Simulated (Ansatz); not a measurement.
**InP under changes of volume**

One of the cells (25.167 Å³/atom); the others are scaled copies at fixed shape and fractional positions:

```
In P
1.0
     0.00000    2.93050    2.93050
     2.93050    0.00000    2.93050
     2.93050    2.93050    0.00000
In P
1 1
Direct
  0.00000 0.00000 0.00000
  0.75000 0.75000 0.75000
```

| Item | Value |
| --- | --- |
| Program | Ansatz 0.2.0 |
| Functional | PBE |
| Potentials or basis | Ansatz PAW earlier set |
| Cutoff | 620 eV |
| Density cutoff | 2480 eV |
| k mesh | 8 × 8 × 8 |
| Occupations | fermi-dirac, width 0.05 eV |
| Spin | no spin polarisation |

| volume (Å³/atom) | energy over the lowest point (meV/atom) | pressure (GPa) | gap on the mesh (eV) |
| --- | --- | --- | --- |
| 23.657 | 67.57 | 8.6 | 1.05 |
| 24.160 | 43.59 | 6.7 | 0.93 |
| 24.663 | 25.42 | 4.9 | 0.82 |
| 25.167 | 12.49 | 3.3 | 0.71 |
| 25.670 | ? | ? | ? |
| 26.173 | 0.23 | 0.7 | 0.50 |
| 26.677 | 0.00 | -0.5 | 0.40 |

Question: What does the run at 25.670 Å³/atom give?

Answer: Energy over the lowest point 4.25 meV/atom; pressure 1.9 GPa; gap on the mesh 0.61 eV.

Worked out: A Birch-Murnaghan fit of order 3 (a polynomial in V^(-2/3)) to the other rows has its minimum at 26.46 Å³/atom with B0 = V·E''(V) = 60 GPa and B' = 4.6. It gives 4.25 meV/atom at 25.670 Å³/atom, against the run's 4.25, and -dE/dV = 1.9 GPa, against 1.9. A straight line through the other rows of the gap, of slope -5.4 eV per unit of ln V (its deformation potential), gives 0.61 eV, against the run's 0.61.

Energies are extrapolated to zero smearing.

Caveats: spin-orbit coupling is left out, which moves the levels of the heavy elements.
